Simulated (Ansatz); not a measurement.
The cell below belongs to a search over invented structures; it isn't taken from experiment.

Input and command of a plane-wave DFT calculation in Ansatz:

```yaml
crystal:
  lattice:
    - [1.6076432008, 0.9281732347, 8.7399605541]
    - [-1.6076432008, 0.9281732347, 8.7399605541]
    - [0.0, -1.8563464694, 8.7399605541]
  atoms:
    - { symbol: B, position: [0.91822397, 0.91822397, 0.91822397] }
    - { symbol: B, position: [0.08177603, 0.08177603, 0.08177603] }
    - { symbol: P, position: [0.2516040058, 0.2516040058, 0.2516040058] }
    - { symbol: P, position: [0.7483959942, 0.7483959942, 0.7483959942] }
basis:
  ecutwfc: 420
kpoints:
  mp_grid: { grid: [12, 12, 12] }
hamiltonian:
  xc: pbe
scf:
  occupations: { method: gaussian, width: 0.02 }
output:
  forces: true
  stress: true
  eigenvalues: true
  write_density: true
  write_potential: true
  elf: true
  volumetric_format: npy
relax:
  adjacent_minimum: "off"
  f_tol: 0.01
  max_steps: 80
  cell: { stress_tol: 0.05 }
```

```bash
ansatz run input.yaml --threads 1 --pin off --max-ram 2048MiB --backend cpu --events-out ev --progress --plain --runs-dir out
```

Processor: Intel(R) Xeon(R) Platinum 8259CL CPU @ 2.50GHz (Skylake/Cascade Lake), 1 thread, on a host shared with other jobs.

**Question.** How long does it run, and how much memory does it take?

**Answer.** About 2.6 min, peak memory 0.61 GiB. It solves 12 bands at 189 k points (after reduction by symmetry) with about 1657 plane waves (on the last cell), in 59 SCF iterations over 9 ionic steps.
